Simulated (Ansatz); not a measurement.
# HgTe (Coloradoite) (F-43m) in Ansatz: reference runs

Aim: a first look at HgTe (Coloradoite) with PBEsol, on the cell as given and on a disturbed one.

All numbers are computed with Ansatz 0.2.0; they aren't measurements. Logs are shortened: lines on timing, memory, paths and dates and some standing lists are left out, and cuts for length are marked.

## (1) The structure

It takes space group F-43m (No. 216, cubic). Conventional cell: a = 6.429 Å, b = 6.429 Å, c = 6.429 Å, α = 90.00°, β = 90.00°, γ = 90.00°. Around Hg (site symmetry -43m) lie 4 Te at 2.78 Å. Te (site symmetry -43m) is surrounded by 4 Hg at 2.78 Å.

## (2) Single point, PBEsol

Contents of input.yaml:

```yaml
crystal:
  lattice:
    - [0.0, 3.2145, 3.2145]
    - [3.2145, 0.0, 3.2145]
    - [3.2145, 3.2145, 0.0]
  atoms:
    - { symbol: Hg, position: [0.0, 0.0, 0.0] }
    - { symbol: Te, position: [0.75, 0.75, 0.75] }
kpoints:
  mp_grid: { grid: [7, 7, 7] }
scf:
  occupations: { method: fermi_dirac, width: 0.05 }
hamiltonian:
  xc: pbesol
  pseudopotentials: { kind: all_electron, lapw: { basis_error: 0.001 } }
output:
  forces: true
  stress: true
  eigenvalues: true
  populations: true
```

Potentials or basis: all-electron LAPW, scalar-relativistic.

Command:

```bash
ansatz run input.yaml --threads 1 --pin off --max-ram 3072MiB --backend cpu --events-out ev --progress --plain --runs-dir out
```

The log of the run:

```text
Warning: RAYON_NUM_THREADS=1 ignored (pool sized by the plan → 1); use --threads N
Hg: projections on atomic orbitals take those of the free atom 1s2 2s2 2p6 3s2 3p6 3d10 4s2 4p6 4d10 4f14 5s2 5p6 5d10 6s2, of charge +0.00 (hamiltonian.pseudopotentials.projection_atoms)
Te: projections on atomic orbitals take those of the free atom 1s2 2s2 2p6 3s2 3p6 3d10 4s2 4p6 4d10 5s2 5p4, of charge +0.00 (hamiltonian.pseudopotentials.projection_atoms)
LAPW: plane waves up to 8.293 Å⁻¹, error target 1.0e-3 eV per atom; small_component_spin mean_spin; Te in spheres of 1.373 Å, 24 of its electrons in bands, Dirac shells []; Hg in spheres of 1.410 Å, 44 of its electrons in bands, Dirac shells [] (how accurate: hamiltonian.pseudopotentials.lapw.basis_error, Limitations)
Engine: ansatz 0.2.0, aarch64-unknown-linux-gnu
Pseudopotentials: kind: all_electron
Pseudopotential: Hg, LAPW, valence charge 44, lapw/all_electron/scalar/gaussian/Hg, Koelling and Harmon's equation, gaussian nucleus
Pseudopotential: Te, LAPW, valence charge 24, lapw/all_electron/scalar/gaussian/Te, Koelling and Harmon's equation, gaussian nucleus
Functional definition: PBEsol
  exchange = pbesol_x
  correlation = pbesol_c
Crystal: 2 atoms, lattice volume = 66.431 Å³
Basis set: ecut = 262.0461301894825 eV, 645 PW (Γ), exchange–correlation at level 2
Bands: 41, of which v1, the nominal top of the filled ones, is band 34 counted from 1 (33 counted from 0)
Symmetry: 24 space group operations
Space group: F-43m (ITA 216), of the structure as read, at distance tolerance 4.1e-5 Å
k-points: 20 of 343 (time reversal used)
Non-local potential: Hg, projectors of the file, none
Non-local potential: Te, projectors of the file, none
Initial density: superposition of atomic densities (chi_scale 0.1, normalization cell, long waves kept (reshape's long-wave potential 0.00 eV rms))
Initial wavefunctions: plane waves of lowest kinetic energy (no species holds an atomic orbital)
Functional: x = pbesol(κ = 0.804, μ = 0.12345679012345678), c = pbesol(β = 0.046)
iter 1 solved again at ethr=5.87e-4 eV; its pass at ethr=1.00e-1 eV (dr2=3.99e-1 eV) is discarded
SCF iter   1: F=—  HF=-718490.879332 eV  |F-HF|=—  |Δ(HF+E_count)|=         —  Δρ=1.87e-2  dr2=4.00e-1  ethr=5.87e-4  ⟨swp⟩=2.4  Hψ=5115  notcnv=0
preconditioner: auto → none  [insulator: Δε(μ)=0.789 eV  Ē_g=12.249 eV  σ=0.050 eV  W_gap=0.69  n_scr=14 (ndim 8)  ℏωp=19.3 eV  f_vac=0.324  D(μ)=0.08/eV (n_scr^D=0)  ε∞_Penn≈3.5]
iter 2 solved again at ethr=4.30e-5 eV; its pass at ethr=5.87e-4 eV (dr2=2.92e-2 eV) is discarded
SCF iter   2: F=—  HF=-718490.688588 eV  |F-HF|=—  |Δ(HF+E_count)|=   1.91e-1  Δρ=6.11e-3  dr2=2.93e-2  ethr=4.30e-5  ⟨swp⟩=2.0  Hψ=4215  notcnv=0
SCF iter   3: F=—  HF=-718490.648769 eV  |F-HF|=—  |Δ(HF+E_count)|=   3.98e-2  Δρ=3.67e-3  dr2=6.85e-3  ethr=4.30e-5  ⟨swp⟩=2.0  Hψ=2512  notcnv=0
SCF iter   4: F=—  HF=-718490.647502 eV  |F-HF|=—  |Δ(HF+E_count)|=         —  Δρ=8.65e-4  dr2=3.65e-4  ethr=1.01e-5  ⟨swp⟩=2.0  Hψ=2381  notcnv=0
the basis was enlarged: its passes take 45.3 KiB over the memory plan, 1 of 1 planned eigensolver slots
SCF iter   5: F=—  HF=-718490.647438 eV  |F-HF|=—  |Δ(HF+E_count)|=   6.46e-5  Δρ=1.11e-4  dr2=4.91e-6  ethr=5.37e-7  ⟨swp⟩=2.0  Hψ=2381  notcnv=0
SCF iter   6: F=—  HF=-718490.647441 eV  |F-HF|=—  |Δ(HF+E_count)|=   3.84e-6  Δρ=1.98e-5  dr2=2.39e-7  ethr=7.22e-9  ⟨swp⟩=2.8  Hψ=2404  notcnv=0
SCF iter   7: F=-718490.647442 eV  HF=-718490.647442 eV  |F-HF|=2.72e-8  |Δ(HF+E_count)|=   1.88e-7  Δρ=5.04e-6  dr2=1.29e-8  ethr=3.51e-10  ⟨swp⟩=3.0  Hψ=2465  notcnv=0
SCF 1 converged in 7 iterations: F = -718490.647442 eV  dr2 = 1.29e-8
SCF converged after 7 iterations
Free energy (F): -718490.647442 eV
Harris-Foulkes:  -718490.647442 eV  (|F-HF|=2.72e-8)
Internal energy: -718490.646758 eV  (E = F + TS)
E sigma→0 (E₀):  -718490.647100 eV
Entropy (-TS):   -0.000684 eV (-0.342 meV/atom)
Fermi energy:    11.034264 eV
--- Per-component energies (eV) ---
  E_band       = -6066.683544
  E_kinetic    = 805664.507001
  E_xc         = -14701.043544
  E_electrostatic = -1509454.110214  (all electrons and nuclei)
  E_smearing   = -0.000684  (= −TS)
  E_closure    = 0.000000  (closes the sum)
  E_atoms      = -718486.292521  (free atoms, spherical and without spin; not in F)
  Σ components = -718490.647442   (vs F -718490.647442, Δ=0.00e0)
  Basis errors (estimates in eV, not in F): energy 4.3e-4 per atom: plane waves 4.0e-4 (2.3e-4 summed), levels above the bands 1.6e-81, relativity 1.9e-8, radial functions 3.5e-5, core shells 1.4e-8; eigenvalues (radial functions only) 8.8e-7; not estimated: angular momenta, meshes, grids; target (lapw.basis_error) 1.0e-3; muffin-tin radii Te 1.373 Å, Hg 1.410 Å
--- Forces (eV/Å), atoms counted from 1 ---
  atom   1  Hg     0.00000000    -0.00000000    -0.00000000
  atom   2  Te    -0.00000000     0.00000000    -0.00000000
  max |Σ_I F_I| component: 2.08e-17 eV/Å
--- Stress (GPa, compression-positive) ---
        1.773504      -0.000000      -0.000000
       -0.000000       1.773504       0.000000
       -0.000000       0.000000       1.773504
  P = ⅓ Tr σ = 1.7735 GPa (17.735 kbar)
--- Band table (eV; the first three rows and the last of 20) ---
  k-point 0: bands = ["-334.0690", "-334.0690", "-334.0671", "-334.0671", "-334.0671", "-148.1828", "-104.0279", "-98.2864", "-98.2864", "-98.2864", "-81.9891", "-81.9891", "-81.9891", "-81.9880", "-81.9880", "-81.9880", "-81.9868", "-52.4294", "-52.4294", "-52.4294", "-25.7338", "-25.7338", "-25.7338", "-25.7245", "-25.7245", "-1.1483", "3.5534", "3.5534", "3.5534", "4.1083", "4.1083", "10.2317", "10.9940", "10.9940", "10.9940", "15.1630", "15.1630", "15.1630", "17.2842", "20.7062", "20.7062"]
  k-point 1: bands = ["-334.0690", "-334.0690", "-334.0671", "-334.0671", "-334.0671", "-148.1828", "-104.0279", "-98.2864", "-98.2864", "-98.2864", "-81.9891", "-81.9891", "-81.9891", "-81.9880", "-81.9880", "-81.9880", "-81.9868", "-52.4294", "-52.4294", "-52.4294", "-25.7339", "-25.7337", "-25.7337", "-25.7244", "-25.7244", "-1.0446", "3.5821", "3.5821", "3.5904", "4.1055", "4.1055", "8.8873", "10.7615", "10.7615", "11.7055", "15.0979", "15.4643", "15.4643", "18.4336", "19.6376", "19.6376"]
  k-point 2: bands = ["-334.0690", "-334.0690", "-334.0671", "-334.0671", "-334.0671", "-148.1828", "-104.0279", "-98.2864", "-98.2864", "-98.2864", "-81.9891", "-81.9891", "-81.9891", "-81.9880", "-81.9880", "-81.9880", "-81.9868", "-52.4295", "-52.4294", "-52.4294", "-25.7341", "-25.7336", "-25.7336", "-25.7243", "-25.7243", "-0.7972", "3.6402", "3.6402", "3.7766", "4.1094", "4.1094", "7.1236", "10.3179", "10.3179", "11.7915", "15.8914", "15.8914", "16.2025", "18.4930", "19.5981", "19.5981"]
  k-point 19: bands = ["-334.0690", "-334.0690", "-334.0671", "-334.0671", "-334.0671", "-148.1828", "-104.0279", "-98.2864", "-98.2864", "-98.2864", "-81.9891", "-81.9891", "-81.9891", "-81.9880", "-81.9880", "-81.9880", "-81.9868", "-52.4295", "-52.4295", "-52.4294", "-25.7342", "-25.7338", "-25.7333", "-25.7244", "-25.7241", "-0.3585", "3.7665", "3.8274", "4.0360", "4.0931", "4.6811", "5.4178", "8.0133", "8.7560", "13.8087", "15.3463", "16.5955", "17.4823", "19.6650", "21.0981", "22.8452"]
--- Löwdin populations: 2 sites ---
  site symbol       q [e]
     0     Hg     79.0069
     1     Te     52.7484
  spilling = 0.001854 (of n_electrons = 132.000000)
```

Wall time 33 s (1 thread of Arm Neoverse N1, shared host); peak memory 0.32 GiB.

Results:

```
Free energy            : -718490.6474 eV
Pressure               : 1.8 GPa
Band gap on the k mesh : none (metal or under the smearing width)
Loewdin charges        : Hg +0.99; Te -0.75 e
```

Levels at points of the mesh, in eV from the Fermi level:
```csv
k point,band 31,band 32,band 33,band 34,band 35,band 36,band 37,band 38
"(0.00, 0.00, 0.00)",-6.93,-0.80,-0.04,-0.04,-0.04,4.13,4.13,4.13
```

Caveat: the atomic charges don't sum to the cell's charge. The run has no spin-orbit coupling, so splittings on Hg, Te are missing.

## (3) Single point, PBEsol (atoms moved at random, drawn with an rms of 0.05 Å)

Changes to input.yaml since step 2:

```diff
@@ -6,4 +6,4 @@
   atoms:
-    - { symbol: Hg, position: [0.0, 0.0, 0.0] }
-    - { symbol: Te, position: [0.75, 0.75, 0.75] }
+    - { symbol: Hg, position: [-0.002633, 0.003147, -0.004418] }
+    - { symbol: Te, position: [0.748726, 0.752263, 0.749208] }
 kpoints:
```

Potentials or basis: all-electron LAPW, scalar-relativistic.

Command:

```bash
ansatz run input.yaml --threads 1 --pin off --max-ram 3072MiB --backend cpu --events-out ev --progress --plain --runs-dir out
```

It took 4.5 min on 1 thread of Arm Neoverse N1, shared host; peak memory 0.81 GiB.

Results (log left out):

* Free energy: -718490.6468 eV
* Pressure: 1.8 GPa
* Largest force: 0.075 eV/Å
* Band gap on the k mesh: none (metal or under the smearing width)
* Loewdin charges: Hg +0.99; Te -0.75 e

Forces on the atoms (eV/Å):
```
Hg   0.036  0.065  0.008
Te  -0.036 -0.065 -0.008
```

Stress tensor (GPa, compression positive):
```
1.78 0.03 0.24
0.03 1.78 0.13
0.24 0.13 1.78
```

Levels at points of the mesh, in eV from the Fermi level:
```
           k point  band 31  band 32  band 33  band 34  band 35  band 36  band 37  band 38
(0.00, 0.00, 0.00)    -6.93    -0.80    -0.05    -0.04    -0.03     4.12     4.13     4.14
```

Caveat: the atomic charges don't sum to the cell's charge.
